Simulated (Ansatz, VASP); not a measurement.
Y: VASP beside Ansatz

```
Y
1.0
     3.24334    0.00000    0.00000
     0.00000    3.24334    0.00000
     0.00000    0.00000    3.24334
Y
1
Cartesian
  0.0000 0.0000 0.0000
```

Alike in both runs: task single point; functional PBEsol; k mesh 11 × 11 × 11; occupations fermi-dirac, width 0.1 eV; no spin polarisation.

```csv
,VASP,Ansatz
version,VASP 6.6.1,Ansatz 0.2.0
potentials or method,"VASP PAW PBE potentials, release 64 (Y_sv)","plane waves (420 eV) with PAW, scalar-relativistic"
plane-wave cutoff (eV),520,420
valence electrons in the cell,11,11
```

|  | VASP | Ansatz | Ansatz less VASP |
| --- | --- | --- | --- |
| pressure (GPa) | -1.2 | -1.1 | +0.05 |

Ansatz warned: «pseudo_functional_mismatch».

Caveats: the PAW data sets were made with another functional, which shifts forces and pressure a little (VASP).
